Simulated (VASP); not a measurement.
Write the native input for VASP 6.6.1 that does the following.

- Task: single point
- Functional: LDA
- Potentials or basis: VASP PAW LDA potentials, release 64 (Sb, Ga_d)
- Cutoff: 520 eV
- k mesh: 8 × 8 × 8
- Occupations: fermi-dirac, width 0.05 eV
- Spin: no spin polarisation
- Dipole correction: no
- Further INCAR settings: ALGO = Normal; EDIFF = 1e-06; NBANDS = 16

The structure of GaSb lies in POSCAR:

```
GaSb
1.0
    0.0000000000      3.0249851359      3.0249851359
    3.0249851359      0.0000000000      3.0249851359
    3.0249851359      3.0249851359      0.0000000000
Sb Ga
1 1
Direct
    0.7500000000      0.7500000000      0.7500000000
    0.0000000000      0.0000000000      0.0000000000
```

These files were run (other wordings do the same):

INCAR

```
SYSTEM = GaSb
PREC = Accurate
ENCUT = 520
EDIFF = 1E-6
ISMEAR = -1
SIGMA = 0.05
LREAL = .FALSE.
LASPH = .TRUE.
NELM = 80
ALGO = Normal
ISIF = 2
LWAVE = .FALSE.
LCHARG = .FALSE.
GGA = CA
NBANDS = 16
```

KPOINTS

```
Automatic mesh
0
G
  8 8 8
  0 0 0
```

Potentials or basis: VASP PAW LDA potentials, release 64 (Sb, Ga_d).

Run with:

```console
$ cat potpaw_LDA.64/Sb/POTCAR potpaw_LDA.64/Ga_d/POTCAR > POTCAR
$ mpirun -np 1 vasp_std > vasp.out
```

Results of the run:

```json
{
  "Pressure": "0.2 GPa",
  "Band gap on the k mesh": "0.12 eV, direct"
}
```

Caveat: spin-orbit coupling is left out, which moves the levels of the heavy elements.

It took 8.1 s on 1 thread of Intel(R) Xeon(R) 6975P-C (Granite Rapids), with other jobs on the host, peak memory 0.16 GiB.
